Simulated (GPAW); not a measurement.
Crystal: ZnS.

```
Zn S
1.0
     0.00000    2.70200    2.70200
     2.70200    0.00000    2.70200
     2.70200    2.70200    0.00000
Zn S
1 1
Cartesian
  4.0530 4.0530 4.0530
  0.0000 0.0000 0.0000
```

Program: GPAW 26.7.0. Alike in all runs: task band structure; no spin polarisation; cell as given; k mesh 7 × 7 × 7; cutoff (eV) 600; smearing fermi-dirac 0.05 eV.

Problem. Order these runs on this cell by their pressure, lowest first.
A. level PBE; potentials or basis PAW data sets generated in the run's folder for this functional, pw; band points 80
B. level LDA; potentials or basis PAW data sets generated in the run's folder for this functional, pw; band points 80
C. level MS2; potentials or basis GPAW PAW data sets (gpaw-data 1.2.1), pw; band points 60

Solution. B (-4.9 GPa), C (-0.4 GPa), A (1.6 GPa).

Caveats: the PAW data sets were made with another functional, which shifts forces and pressure a little (some runs).
